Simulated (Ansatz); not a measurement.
**CsPbCl3 (model cell, started as cubic perovskite with Pb in the octahedra): following an unstable mode**

Which phase does CsPbCl3 (model cell, started as cubic perovskite with Pb in the octahedra) fall into along its unstable mode, and how much energy does it gain?

Method: DFT PBEsol, scalar-relativistic, plane waves, PAW; PAW set soft_1, in Ansatz 0.2.0.

**1. Starting point**

It takes space group Pm-3m (No. 221, cubic). Conventional cell: a = 5.619 Å, b = 5.619 Å, c = 5.619 Å, α = 90.00°, β = 90.00°, γ = 90.00°. Cs has 12 Cl at 3.97 Å nearest. Nearest to Pb lie 6 Cl at 2.81 Å. Nearest to Cl lie 2 Pb at 2.81 Å and 4 Cs at 3.97 Å. Farther neighbours and most contacts between anions are not listed.

**2. The dispersion**

The cell comes from relaxations at this level that are not shown. Stability and thermal properties need the whole zone. Linear response on a 2×2×2 q mesh gives force constants as far as a supercell of that size would, and the tensors from the zone-centre run are typed in so that the long-range dipole term is interpolated apart.

File input.yaml:

```yaml
crystal:
  lattice:
    - [5.6185982474, 0.0, 0.0]
    - [0.0, 5.6185982474, 0.0]
    - [0.0, 0.0, 5.6185982474]
  atoms:
    - { symbol: Cs, position: [0.0, 0.0, 0.0] }
    - { symbol: Pb, position: [0.5, 0.5, 0.5] }
    - { symbol: Cl, position: [0.5, 0.5, 0.0] }
    - { symbol: Cl, position: [0.5, 0.0, 0.5] }
    - { symbol: Cl, position: [0.0, 0.5, 0.5] }
kpoints:
  mp_grid: { grid: [8, 8, 8] }
hamiltonian:
  xc: pbesol
  pseudopotentials: { kind: paw, azcp: { folder: soft_1 }, xc_functional: pbe }
scf:
  occupations: { method: fixed }
output:
  eigenvalues: true
phonons:
  method: dfpt
  qmesh: [2, 2, 2]
  temperatures: { t_max: 1000, t_step: 50 }
  qpath:
    path:
      - [[0.0, 0.0, 0.0], [0.0, 0.5, 0.0], [0.5, 0.5, 0.0], [0.0, 0.0, 0.0], [0.5, 0.5, 0.5], [0.0, 0.5, 0.0]]
      - [[0.5, 0.5, 0.5], [0.5, 0.5, 0.0]]
    npoints: 10
  non_analytic_term:
    high_frequency_dielectric_tensor: [[4.0394, 0.0, 0.0], [0.0, 4.0394, 0.0], [0.0, 0.0, 4.0394]]
    born_effective_charges:
      - { species: Cs, tensor: [[1.3222, 0.0, 0.0], [0.0, 1.3222, 0.0], [0.0, 0.0, 1.3222]] }
      - { species: Pb, tensor: [[3.9497, 0.0, 0.0], [0.0, 3.9497, 0.0], [0.0, 0.0, 3.9497]] }
      - { species: Cl, tensor: [[-0.7258, 0.0, 0.0], [0.0, -0.7258, 0.0], [0.0, 0.0, -3.8203]] }
      - { species: Cl, tensor: [[-0.7258, 0.0, 0.0], [0.0, -3.8203, 0.0], [0.0, 0.0, -0.7258]] }
      - { species: Cl, tensor: [[-3.8203, 0.0, 0.0], [0.0, -0.7258, 0.0], [0.0, 0.0, -0.7258]] }
    source: "zone-centre run at this cell"
```

The run is started by

```sh
> ansatz run input.yaml --threads 4 --pin off --max-ram 16384MiB --backend cpu --events-out ev --progress --plain --runs-dir out
```

Numbers of over 12 decimals in the logs are rounded to 6 here.

What it wrote:

```text
Engine: ansatz 0.2.0, x86_64-unknown-linux-gnu
Pseudopotentials: kind: paw
Pseudopotential: Cs, paw, valence charge 9, recommended cutoff 420 eV (normal), soft_1/Cs.paw.azcp
Pseudopotential: Pb, paw, valence charge 14, recommended cutoff 420 eV (normal), soft_1/Pb.paw.azcp
Pseudopotential: Cl, paw, valence charge 7, recommended cutoff 420 eV (normal), soft_1/Cl.paw.azcp
Functional definition: PBEsol
  exchange = pbesol_x
  correlation = pbesol_c
Crystal: 5 atoms, lattice volume = 177.372 Å³
Basis set: ecut = 420 eV, 3431 PW (Γ), exchange–correlation on 80×80×80 points (8 copies of the dense FFT grid, shifted against one another)
Bands: 27, of which v1, the nominal top of the filled ones, is band 22 counted from 1 (21 counted from 0)
Symmetry: 48 space group operations
k-points: 35 of 512
Non-local potential: Cs, projectors of the file, l = 0: 3, l = 1: 2, l = 2: 2, l = 3: 2
Non-local potential: Pb, projectors of the file, l = 0: 2, l = 1: 2, l = 2: 2, l = 3: 1
Non-local potential: Cl, projectors of the file, l = 0: 2, l = 1: 2, l = 2: 1
PAW form: soft (Blöchl's): semilocal exchange-correlation on the pseudo side does not see the compensation charge
PAW frozen core: Cs, regenerated for the run's functional, and the local potential with it (the file was generated under x = pbe(κ = 0.804, μ = 0.219515), c = pbe(β = 0.066725))
PAW frozen core: Pb, regenerated for the run's functional, and the local potential with it (the file was generated under x = pbe(κ = 0.804, μ = 0.219515), c = pbe(β = 0.066725))
PAW frozen core: Cl, regenerated for the run's functional, and the local potential with it (the file was generated under x = pbe(κ = 0.804, μ = 0.219515), c = pbe(β = 0.066725))
PAW one-centre angular grid: Cs, 194 points (default); XC on 64 Gauss nodes
PAW one-centre angular grid: Pb, 590 points (default); XC on 64 Gauss nodes
PAW one-centre angular grid: Cl, 110 points (default); XC on 64 Gauss nodes
Initial density: superposition of atomic densities (chi_scale 0.1, normalization cell, long waves kept (reshape's long-wave potential 0.01 eV rms))
Initial wavefunctions: pseudopotential atomic-orbital guess
Functional: x = pbesol(κ = 0.804, μ = 0.123457), c = pbesol(β = 0.046)
SCF iter   1: F=—  HF=-20534.057201 eV  |F-HF|=—  |Δ(HF+E_count)|=         —  Δρ=2.39e-2  dr2=2.20e0  ethr=3.10e-3  ⟨swp⟩=5.0  Hψ=3962  notcnv=0  defer=61
preconditioner: auto → Resta (q_TF=auto, 2.163 Å⁻¹)  ε∞=3.0  [insulator: Δε(μ)=1.495 eV  Ē_g=12.630 eV  n_scr=26 (ndim 8)  ℏωp=18.1 eV  f_vac=0.014  ε∞_Penn≈3.0]
SCF iter   2: F=—  HF=-20533.316918 eV  |F-HF|=—  |Δ(HF+E_count)|=   7.40e-1  Δρ=1.08e-2  dr2=6.67e-1  ethr=3.10e-3  ⟨swp⟩=3.6  Hψ=2171  notcnv=0  defer=73
SCF iter   3: F=—  HF=-20532.999047 eV  |F-HF|=—  |Δ(HF+E_count)|=   3.18e-1  Δρ=3.19e-3  dr2=5.25e-2  ethr=1.52e-3  ⟨swp⟩=3.7  Hψ=2133  notcnv=0  defer=94
SCF iter   4: F=—  HF=-20532.980834 eV  |F-HF|=—  |Δ(HF+E_count)|=   1.82e-2  Δρ=1.15e-3  dr2=3.29e-3  ethr=1.19e-4  ⟨swp⟩=3.0  Hψ=1796  notcnv=0  defer=96
SCF iter   5: F=—  HF=-20532.981999 eV  |F-HF|=—  |Δ(HF+E_count)|=   1.16e-3  Δρ=1.96e-4  dr2=7.29e-5  ethr=7.47e-6  ⟨swp⟩=3.0  Hψ=1543  notcnv=0  defer=102
SCF iter   6: F=—  HF=-20532.982107 eV  |F-HF|=—  |Δ(HF+E_count)|=   1.09e-4  Δρ=2.56e-5  dr2=1.20e-6  ethr=1.66e-7  ⟨swp⟩=2.0  Hψ=1694  notcnv=0  defer=102
SCF iter   7: F=—  HF=-20532.982114 eV  |F-HF|=—  |Δ(HF+E_count)|=   6.86e-6  Δρ=6.97e-6  dr2=6.27e-8  ethr=2.74e-9  ⟨swp⟩=2.0  Hψ=1678  notcnv=0  defer=94
SCF iter   8: F=—  HF=-20532.982114 eV  |F-HF|=—  |Δ(HF+E_count)|=   3.22e-8  Δρ=1.34e-6  dr2=2.72e-9  ethr=1.43e-10  ⟨swp⟩=2.0  Hψ=1645  notcnv=0  defer=94
SCF iter   9: F=—  HF=-20532.982114 eV  |F-HF|=—  |Δ(HF+E_count)|=   2.33e-9  Δρ=2.31e-7  dr2=9.78e-11  ethr=6.17e-12  ⟨swp⟩=2.0  Hψ=1645  notcnv=0  defer=94
SCF iter  10: F=-20532.982114 eV  HF=-20532.982114 eV  |F-HF|=2.55e-11  |Δ(HF+E_count)|=  2.11e-10  Δρ=4.12e-8  dr2=5.17e-12  ethr=1.00e-12  ⟨swp⟩=16.4  Hψ=7241  notcnv=0
SCF 1 converged in 10 iterations: F = -20532.982114 eV  dr2 = 5.17e-12
  greatest PAW one-centre occupation: 0.982 electrons in one spin orbital (limit 2), on the Pb atom at site 1 (counted from 0), in its partial waves of l = 2
NSCF: frozen V_eff on 35 k-points
NSCF: frozen V_eff on 125 k-points
DFPT response loops at q = (0, 0, 0) (fractional): preconditioner auto → Resta (q_TF=auto, 2.163 Å⁻¹)  ε∞=5.7 (no band partly filled); β = 1.00, the filter's whole step (`scf.mixing.beta` (0.50) is not read by the response loops at its default; to damp them type it under 1.00, their step now; it binds the ground state too); Broyden in place of MSR1
NSCF: frozen V_eff on 250 k-points
DFPT response loops at q = (0, 0, -0.5) (fractional): mixed as the last ones told, above
NSCF: frozen V_eff on 250 k-points
DFPT response loops at q = (0, -0.5, -0.5) (fractional): mixed as the last ones told, above
NSCF: frozen V_eff on 250 k-points
DFPT response loops at q = (-0.5, -0.5, -0.5) (fractional): mixed as the last ones told, above
SCF converged after 10 iterations
Free energy (F): -20532.982114 eV
Harris-Foulkes:  -20532.982114 eV  (|F-HF|=2.55e-11)
Internal energy: -20532.982114 eV  (E = F + TS)
E sigma→0 (E₀):  -20532.982114 eV
Fermi energy:    3.940559 eV
--- Per-component energies (eV) ---
  E_band       = -238.652898
  E_kinetic    = 892.668209
  E_local      = -2617.023994  (includes V_loc(G=0)·N_el)
  E_nonlocal   = 426.043314
  E_hartree    = 983.298435
  E_xc         = -702.548403
  E_vxc        = -624.675616  (∫ρ·V_xc dr)
  E_paw        = -17141.422938  (= ΣΔE_a)
  E_vpaw       = -282.261974  (= ΣTr[D̂ρ^β])
  E_aug_tail   = 0.000328  (compensation charges beyond the density's cutoff)
  E_ewald      = -2374.438696
  E_core_change = 0.441631  (= ΣΔE_core)
  E_smearing   = -0.000000  (= −TS)
  E_closure    = -0.000000  (closes the sum)
  Σ components = -20532.982114   (vs F -20532.982114, Δ=0.00e0)
--- Band table (eV; the first three rows and the last of 35) ---
  k-point 0: bands = [... 18 lower, 1.3642, 1.4696, 1.4696, 1.4696, 7.1923, 8.2007, 8.2007, 9.0865, ... 1 higher]
  k-point 1: bands = [... 18 lower, 1.3494, 1.4534, 1.4534, 1.4674, 7.3426, 8.3047, 8.3130, 9.1338, ... 1 higher]
  k-point 2: bands = [... 18 lower, 1.3134, 1.4147, 1.4147, 1.5543, 7.6991, 8.5059, 8.6088, 8.7309, ... 1 higher]
  k-point 34: bands = [... 18 lower, 1.7944, 1.7944, 1.7944, 3.9406, 5.7841, 5.7841, 5.7841, 8.9588, ... 1 higher]
--- Phonons (Γ-DFPT): 4 representative perturbations + reference (Σ response iterations 14) ---
  ASR residual: 1.149e-4 → 0.000e0 eV/Å²; symmetrization residual: 3.492e-5 eV/Å²
  ASR residual per site (eV/Å²): 1.44e-5 2.13e-5 1.15e-4 1.15e-4 1.15e-4
  Γ frequencies (cm⁻¹): -21.57 -21.57 -21.57 0.00 0.00 0.00 20.39 20.39 20.39 51.82 51.82 51.82 136.05 136.05 136.05
--- Phonons (arbitrary-q DFPT): 4 irreducible q on the 2×2×2 mesh ---
  q = [0.0000, 0.0000, 0.0000] (star 1, of the zone-centre solve; hermiticity 2.84e-5, symmetrization 1.04e-11): -21.57 -21.57 -21.57 -0.00 0.00 0.00 20.39 20.39 20.39 51.82 51.82 51.82 136.05 136.05 136.05
  q = [0.0000, 0.0000, -0.5000] (star 3, 9 solved perturbations in 975 linear systems a pass and spin channel, the states on 125 of 512 k-point pairs; hermiticity 7.17e-6, symmetrization 4.23e-13): -13.35 -13.35 10.54 10.54 35.26 38.59 42.97 42.97 43.87 43.87 52.08 110.89 136.26 136.26 248.00
  q = [0.0000, -0.5000, -0.5000] (star 3, 9 solved perturbations in 975 linear systems a pass and spin channel, the states on 125 of 512 k-point pairs; hermiticity 5.62e-6, symmetrization 2.50e-13): -47.49 -20.61 -20.61 7.80 34.70 41.37 41.37 45.25 45.25 87.55 102.60 102.60 136.35 220.71 256.77
  q = [-0.5000, -0.5000, -0.5000] (star 1, 4 solved perturbations in 350 linear systems a pass and spin channel, the states on 125 of 512 k-point pairs; hermiticity 7.22e-7, symmetrization 8.24e-12): -47.94 -47.94 -47.94 -11.76 -11.76 -11.76 80.88 80.88 80.88 98.47 98.47 98.47 220.43 220.43 262.77
  sum rule: each row above includes the acoustic sum rule's correction from the zone centre's row sums; it moved no ω² by more than (0.94 cm⁻¹)²
  mesh force constants: q→R imaginary residual 6.58e-18; ASR residual 1.149e-4 → 0.000e0 eV/Å²; symmetrization residual 7.994e-15 eV/Å²
  interpolated dispersion: 63 rows × 15 modes
  density of states and harmonic sums: on the 12×12×12 q-mesh, interpolated from the force constants of a 2×2×2 supercell (with the dipole–dipole term of supplied tensors)
  largest difference from the sums on the solved wave vectors: F 4.76e-2 eV, S 5.11e-5 and C_V 1.74e-5 eV/K
  zero-point energy: 0.064371 eV/cell   skipped modes (ω ≤ 0): 291, of them read as no rigid motion or as one in doubt: 288 (3.414e0 modes/cell left out, lowest -47.94 cm⁻¹)   left out of the sums: 2.28e-1 of the cell's modes: C_V's classical limit lies that fraction below 3 k_B per atom; for a crystal, a wire or a layer, F and S can be off by more, and a phonons.interpolated_qmesh denser along its periods is the remedy for the sampling
```

Elapsed: 5.5 min, on 4 threads of Intel Xeon Platinum 8375C at 2.90GHz (Ice Lake), shared host; peak memory 1.8 GiB; 20 min of CPU time.

This step gave:

| Property | Result |
| --- | --- |
| gap on the k-mesh | 1.844 eV |
| volume per atom | 35.47 Å³ |
| sum-rule residual before enforcement | 1.15e-4 eV/Å² |
| lowest frequency on the path | -47.94 cm⁻¹ |
| point group | m-3m |
| highest frequency on the path or at a solved wavevector | 262.8 cm⁻¹ |
| highest optical mode at the zone centre (no LO-TO term) | 136.1 cm⁻¹ |
| lowest optical zone-centre mode | -21.57 cm⁻¹ |
| lowest mode on the q mesh (acoustic modes at Γ apart) | -47.94 cm⁻¹ |

Frequencies (cm⁻¹) solved at each irreducible wavevector; negative means imaginary. Frequencies by wavevector, by row:

```tsv
q in reciprocal lattice units	star	mode 1	mode 2	mode 3	mode 4	mode 13	mode 14	mode 15
0 0 0	1	-21.6	-21.6	-21.6	0	136.1	136.1	136.1
0 0 -0.5	3	-13.3	-13.3	10.5	10.5	136.3	136.3	248
0 -0.5 -0.5	3	-47.5	-20.6	-20.6	7.8	136.3	220.7	256.8
-0.5 -0.5 -0.5	1	-47.9	-47.9	-47.9	-11.8	220.4	220.4	262.8
```

Interpolated from a 2×2×2 q mesh, with the LO-TO term (at Γ the limit along the path; where Γ stands inside the path, tables give the limit on arrival). Phonon branches along the path, in cm⁻¹:

```tsv
point	branch 1	branch 2	branch 3	branch 4	branch 12	branch 13	branch 14	branch 15
Γ	-22	-22	0	0	56	136	136	232
halfway	-18	-18	10	10	88	136	136	239
X	-13	-13	10	10	111	136	136	248
halfway	-35	-14	-8	7	107	136	188	249
M	-48	-21	-21	8	103	136	221	257
halfway	-28	-14	-13	17	88	136	176	236
Γ	-22	-22	0	0	56	136	136	232
halfway	-29	-25	-25	9	88	178	178	235
R	-48	-48	-48	-12	98	220	220	263
halfway	-37	-33	-25	-10	105	180	193	250
X	-13	-13	10	10	111	136	136	248
jump to R	-48	-48	-48	-12	98	220	220	263
halfway	-48	-35	-35	-5	101	186	221	257
M	-48	-21	-21	8	103	136	221	257
```

Symmetry leaves 4 wavevectors to solve. The lowest mode among them, the acoustic zeros apart, lies at q = (-0.5, -0.5, -0.5) and is imaginary, 47.9i cm⁻¹, so the energy falls along it.

**3. The mode frozen in, largest atomic shift 0 Å**

The mode followed lies at q = (0, -0.5, -0.5) with frequency 47.5i cm⁻¹, one of the unstable modes though not the softest. At small amplitude the distorted cell has space group no. 127 by a symmetry search on the positions. The undistorted cell that holds it gives the zero of energy on the same k mesh.

System of this step: CsPbCl3 (model cell, started as cubic perovskite with Pb in the octahedra). The structure is cubic, space group Pm-3m (No. 221). Conventional cell: a = 5.619 Å, b = 5.619 Å, c = 5.619 Å, α = 90.00°, β = 90.00°, γ = 90.00°. Nearest to Cs lie 12 Cl at 3.97 Å. Nearest to Pb lie 6 Cl at 2.81 Å. Cl has 2 Pb at 2.81 Å and 4 Cs at 3.97 Å nearest. Nearest to Cl lie 2 Pb at 2.81 Å and 4 Cs at 3.97 Å. Farther neighbours and most contacts between anions are not listed.

File input.yaml:

```yaml
crystal:
  lattice:
    - [-5.6185982474, 0.0, 0.0]
    - [0.0, -5.6185982474, -5.6185982474]
    - [0.0, -5.6185982474, 5.6185982474]
  atoms:
    - { symbol: Cs, position: [0.0, 0.5, 0.5] }
    - { symbol: Cs, position: [0.0, 0.0, 0.0] }
    - { symbol: Pb, position: [0.5, 0.0, 0.5] }
    - { symbol: Pb, position: [0.5, 0.5, 0.0] }
    - { symbol: Cl, position: [0.5, 0.25, 0.25] }
    - { symbol: Cl, position: [0.5, 0.75, 0.75] }
    - { symbol: Cl, position: [0.5, 0.25, 0.75] }
    - { symbol: Cl, position: [0.5, 0.75, 0.25] }
    - { symbol: Cl, position: [0.0, 0.0, 0.5] }
    - { symbol: Cl, position: [0.0, 0.5, 0.0] }
kpoints:
  mp_grid: { grid: [6, 6, 6] }
hamiltonian:
  xc: pbesol
  pseudopotentials: { kind: paw, azcp: { folder: soft_1 }, xc_functional: pbe }
scf:
  occupations: { method: gaussian, width: 0.02 }
output:
  forces: true
  stress: true
  eigenvalues: true
```

What it wrote:

```text
[...]
Crystal: 10 atoms, lattice volume = 354.743 Å³
Basis set: ecut = 420 eV, 6899 PW (Γ), exchange–correlation on 80×108×108 points (8 copies of the dense FFT grid, shifted against one another)
Bands: 54, of which v1, the nominal top of the filled ones, is band 44 counted from 1 (43 counted from 0)
Symmetry: 32 space group operations
[...]
k-points: 40 of 216
[...]
k-point 0: bands = [... 40 lower, 1.4698, 1.4698, 1.7841, 3.1344, 6.3767, 6.3767, 7.1923, 8.2007, ... 4 higher]
  k-point 1: bands = [... 40 lower, 1.4545, 1.4762, 1.7440, 2.8573, 6.6256, 6.6846, 7.3261, 8.2955, ... 4 higher]
  k-point 2: bands = [... 40 lower, 1.4722, 1.5077, 1.6603, 2.2648, 7.2708, 7.3635, 7.6719, 8.5163, ... 4 higher]
  k-point 39: bands = [... 40 lower, 1.7846, 1.7846, 3.1349, 3.1349, 6.3767, 6.3767, 6.3768, 6.3768, ... 4 higher]
[key lines of the parts left out:]
SCF converged after 8 iterations
Free energy (F): -41065.963340 eV
Fermi energy:    4.862184 eV
P = ⅓ Tr σ = -0.0055 GPa (-0.055 kbar)
```

Run time: 18 s. Hardware: 4 threads; peak memory 1.1 GiB.

This step gave:

```
pressure                         : -0.005463 GPa
gap on the k-mesh                : 1.843 eV
energy from the undistorted cell : 0 meV/atom
```

At this level the gap is 1.84 eV on the k-mesh of the self-consistent run, which can miss the band edges.

**4. The mode frozen in, largest atomic shift 0.6 Å**

The atoms are moved along the unstable eigenvector, the largest shift by 0.6 Å, with the cell fixed.

input.yaml, the sections that differ from step 3:

```yaml
crystal:
  lattice:
    - [-5.6185982474, 0.0, 0.0]
    - [0.0, -5.6185982474, -5.6185982474]
    - [0.0, -5.6185982474, 5.6185982474]
  atoms:
    - { symbol: Cs, position: [0.0, 0.5, 0.5] }
    - { symbol: Cs, position: [0.0, 0.0, 0.0] }
    - { symbol: Pb, position: [0.5, 0.0, 0.5] }
    - { symbol: Pb, position: [0.5, 0.5, 0.0] }
    - { symbol: Cl, position: [0.5, 0.3033941006, 0.3033941006] }
    - { symbol: Cl, position: [0.5, 0.6966058994, 0.6966058994] }
    - { symbol: Cl, position: [0.5, 0.1966058994, 0.8033941006] }
    - { symbol: Cl, position: [0.5, 0.8033941006, 0.1966058994] }
    - { symbol: Cl, position: [0.0, 0.0, 0.5] }
    - { symbol: Cl, position: [0.0, 0.5, 0.0] }
# kpoints, hamiltonian, scf, output: as in step 3
```

What it wrote:

```text
[...]
Crystal: 10 atoms, lattice volume = 354.743 Å³
Basis set: ecut = 420 eV, 6899 PW (Γ), exchange–correlation on 80×108×108 points (8 copies of the dense FFT grid, shifted against one another)
Bands: 54, of which v1, the nominal top of the filled ones, is band 44 counted from 1 (43 counted from 0)
Symmetry: 16 space group operations
[...]
k-points: 40 of 216
[...]
k-point 0: bands = [... 40 lower, 1.5143, 1.5143, 1.6457, 2.7297, 6.2927, 6.2927, 7.3510, 8.2509, ... 4 higher]
  k-point 1: bands = [... 40 lower, 1.4613, 1.5146, 1.6871, 2.5325, 6.4639, 6.5288, 7.4923, 8.3452, ... 4 higher]
  k-point 2: bands = [... 40 lower, 1.4239, 1.5070, 1.7135, 2.1093, 6.9343, 7.0864, 7.8241, 8.3348, ... 4 higher]
  k-point 39: bands = [... 40 lower, 1.6662, 1.6662, 2.8517, 2.8517, 6.1436, 6.1436, 6.2236, 6.2236, ... 4 higher]
[key lines of the parts left out:]
SCF converged after 8 iterations
Free energy (F): -41066.062202 eV
Fermi energy:    4.618244 eV
P = ⅓ Tr σ = -0.4814 GPa (-4.814 kbar)
```

The job ended after 14 s (4 threads; peak memory 1.1 GiB; 53 s of CPU time).

Numbers from this step:

* pressure: -0.4814 GPa
* gap on the k-mesh: 2.181 eV
* energy from the undistorted cell: -9.886 meV/atom

The energy, extrapolated to zero smearing, is -9.89 meV/atom against the undistorted cell.

The run ends at a pressure of -0.48 GPa, with forces up to 0.0052 eV/Å.

**5. Energy along the mode, all amplitudes (two of the runs are shown above)**

An imaginary frequency means negative curvature, so the energy should fall and then rise again as anharmonic terms take over.

Numbers from this step:

- depth at the lowest point sampled: 9.886 meV/atom
- largest atomic shift at that point: 0.6 Å

Table of energy from the parent by largest atomic shift:

```tsv
largest atomic shift (Å)	energy from the parent (meV/atom)
0.000	0
0.040	-0.094
0.080	-0.372
0.140	-1.11
0.220	-2.63
0.320	-5.05
0.450	-8.22
0.600	-9.89
```

Displacement at unit largest shift by atom:

```tsv
atom	x (Å)	y (Å)	z (Å)	size
Cs1	0.00	0.00	0.00	0.00
Cs2	0.00	0.00	0.00	0.00
Pb3	0.00	0.00	0.00	0.00
Pb4	0.00	0.00	0.00	0.00
Cl5	0.00	-1.00	0.00	1.00
Cl6	0.00	1.00	0.00	1.00
Cl7	0.00	0.00	1.00	1.00
Cl8	0.00	0.00	-1.00	1.00
Cl9	0.00	0.00	0.00	0.00
Cl10	0.00	0.00	0.00	0.00
```

The lowest of the steps tried is the last one, at 0.6 Å, 9.89 meV/atom below the parent; the bottom of the well need not coincide with a step.

(Part 1 of 2 ends here.)

[Logs are printed without paths, hosts, clocks, repeated set-up lines and the standing remarks that a program may print on its own settings, such as how far it seeks lower states.]

[Hosts, paths, dates, database ids (printed as entryN), source tags and the programs' standing remarks are cut or masked in the printed files.]
